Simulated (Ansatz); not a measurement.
**Density of states of TePb**

```yaml
crystal:
  lattice:
    - [0.00000, 3.22700, 3.22700]
    - [3.22700, 0.00000, 3.22700]
    - [3.22700, 3.22700, 0.00000]
  atoms:
    - { symbol: Te, position: [0.50000, 0.50000, 0.50000] }
    - { symbol: Pb, position: [0.00000, 0.00000, 0.00000] }
```

The cell is COD entry 9008696, as deposited and not checked against the literature; nothing was relaxed.

Spin–orbit coupling is left out, though it moves levels of the heavy atoms by tenths of an eV or more.

Computed with DFT, PBEsol, all-electron LAPW, scalar-relativistic (Ansatz 0.2.0).

Numerical set-up: a Γ-centred 10×10×10 k mesh, Fermi–Dirac smearing of 0.03 eV, basis error target 0.5 meV/atom, no spin polarisation.

States per eV and cell, averaged over 0.4 eV, from -5.9 to 3.9 eV, with energies (bin centres) from the valence-band top; empty bins are left out. The partial columns, the largest 3 alone, are projections on Löwdin-orthogonalised atomic shells (those that the program's projection atoms carry: the occupied ones and, for some elements, an empty d or f shell; other empty shells have no column), summed over atoms of an element. Weights on diffuse s and p shells depend on that basis and aren't pure angular character.

```
E (eV)  total  Te 5p  Pb 6p  Pb 6s
  -5.8   0.03   0.00   0.00   0.02
  -4.6   0.04   0.02   0.02   0.00
  -4.2   0.44   0.23   0.19   0.01
  -3.8   0.71   0.39   0.30   0.01
  -3.4   1.03   0.59   0.41   0.02
  -3.0   1.41   0.84   0.52   0.03
  -2.6   1.84   1.15   0.62   0.04
  -2.2   1.81   1.18   0.55   0.05
  -1.8   1.90   1.30   0.49   0.06
  -1.4   1.95   1.43   0.40   0.08
  -1.0   1.64   1.24   0.24   0.12
  -0.6   2.01   1.46   0.23   0.27
  -0.2   0.21   0.15   0.02   0.04
   1.0   0.20   0.02   0.14   0.00
   1.4   1.30   0.13   0.98   0.01
   1.8   1.77   0.21   1.35   0.02
   2.2   1.41   0.26   1.01   0.02
   2.6   1.29   0.30   0.85   0.02
   3.0   1.30   0.33   0.79   0.02
   3.4   1.67   0.37   0.79   0.01
   3.8   1.78   0.48   0.97   0.01
```

(1) Which of the resolved shells contributes most in the top eV of the valence band?

Results:

(1) Te 5p, with 73 % of all states there; Pb 6s follows with 13 %.
